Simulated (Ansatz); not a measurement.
Crystal: Li.

```
CELL_PARAMETERS angstrom
-1.75465 1.75465 1.75465
1.75465 -1.75465 1.75465
1.75465 1.75465 -1.75465
ATOMIC_POSITIONS crystal
Li 0.00000 0.00000 0.00000
```

| Property | Result |
| --- | --- |
| Program | Ansatz 0.2.0 |
| Task | relaxation of cell and atoms |
| Functional | LDA |
| Potentials or basis | Ansatz PAW |
| Cutoff | 420 eV (not typed: the program's choice for these potentials) |
| k mesh | 11 × 11 × 11 |
| Occupations | fermi-dirac, width 0.05 eV |
| Spin | no spin polarisation |

At the start: volume 21.61 Å³/atom.

Q: How do energy, volume and symmetry change on relaxing?

A: It ends after 5 steps and the volume is 19.02 Å³/atom (-12.0 %); space group Im-3m (No. 229, to 0.05 Å).

Step by step:
```tsv
step	energy change (eV)	largest force (eV/Å)	volume (Å³)
1	0.0000	0.0000	21.61
2	-0.0092	0.0000	20.48
3	-0.0140	0.0000	18.75
4	-0.0141	0.0000	19.02
5	-0.0141	0.0000	19.02
```

Final structure:
```
Li
1.0
    -1.68146    1.68146    1.68146
     1.68146   -1.68146    1.68146
     1.68146    1.68146   -1.68146
Li
1
Direct
  0.00000 0.00000 0.00000
```

The cell as given is a measured one (21.61 Å³/atom); LDA puts the equilibrium volume -12.0 % from it, thermal expansion not counted.

Caveat: the plane-wave basis is chosen anew once the cell has moved, so the energies of steps on either side of that aren't comparable.
